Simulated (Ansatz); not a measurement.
The system is TiC.

```xyz
2
Lattice="0.0000 2.1657 2.1657 2.1657 0.0000 2.1657 2.1657 2.1657 0.0000" Properties=species:S:1:pos:R:3 pbc="T T T"
Ti    0.0000    0.0000    0.0000
C     2.1657    2.1657    2.1657
```

The cell is a database's computed one.

| Quantity | Value |
| --- | --- |
| Program | Ansatz 0.2.0 |
| Task | relaxation of cell and atoms |
| Functional | revPBE |
| Dispersion | D3(BJ) |
| Potentials or basis | Ansatz PAW |
| Cutoff | 420 eV (not typed: the program's choice for these potentials) |
| k mesh | 11 × 11 × 11 |
| Occupations | tetrahedron |
| Spin | no spin polarisation |

At the start: volume 10.16 Å³/atom.

Problem. Where does the relaxation end?

Solution. It ends after 7 steps and the volume is 9.73 Å³/atom (-4.2 %); space group Fm-3m (No. 225, to 0.05 Å).

The path:
```tsv
step	energy change (eV)	largest force (eV/Å)	volume (Å³)
1	0.0000	0.0000	20.32
2	-0.0292	0.0000	19.57
3	-0.0298	0.0000	19.47
4	-0.0298	0.0000	19.47
5	-0.0287	0.0000	19.47
6	-0.0287	0.0000	19.47
7	-0.0287	0.0000	19.47
```

Final structure:
```yaml
crystal:
  lattice:
    - [0.00000, 2.13519, 2.13519]
    - [2.13519, 0.00000, 2.13519]
    - [2.13519, 2.13519, 0.00000]
  atoms:
    - { symbol: Ti, position: [0.00000, 0.00000, 0.00000] }
    - { symbol: C, position: [0.50000, 0.50000, 0.50000] }
```

Caveat: the plane-wave basis is chosen anew once the cell has moved, so the energies of steps on either side of that aren't comparable; pairwise dispersion overbinds metals, which lowers pressure and volume; the PAW data sets come from PBE, with cores solved anew for the run's functional, which leaves a small shift of forces and pressure; with tetrahedron occupations forces and stress needn't match the slope of the energy.
